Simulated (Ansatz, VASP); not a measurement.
**AlN in VASP and in Ansatz**

```
CELL_PARAMETERS angstrom
0.00000 2.23341 2.23341
2.23341 0.00000 2.23341
2.23341 2.23341 0.00000
ATOMIC_POSITIONS crystal
Al 0.00000 0.00000 0.00000
N 0.50000 0.50000 0.50000
```

Alike in both runs: task single point; functional PBE; k mesh 8 × 8 × 8; occupations gaussian, width 0.1 eV; no spin polarisation.

|  | VASP | Ansatz |
| --- | --- | --- |
| version | VASP 6.6.1 | Ansatz 0.2.0 |
| potentials or method | VASP PAW PBE potentials, release 64 (Al, N) | scalar-relativistic, plane waves, PAW |
| plane-wave cutoff (eV) | 520 | 420 |
| valence electrons in the cell | 8 | 8 |

Ansatz gave:

| Quantity | Value |
| --- | --- |
| gap on the k mesh at the Fermi level (eV) | 1.99 |
| least direct gap on the mesh (eV) | 1.99 |
| pressure (GPa) | -39.5 |

What did VASP give for the same quantities?

gap on the k mesh at the Fermi level (eV): 1.99; least direct gap on the mesh (eV): 1.99; pressure (GPa): -39.6.

The functional is the same, so the differences come from potentials, cutoffs and numerics.

Caveats: the cell as given lies far from equilibrium; so large a pressure means that the cell lies far from this level's equilibrium, or that cutoff or potentials fall short (VASP). A k mesh can miss the band edges.
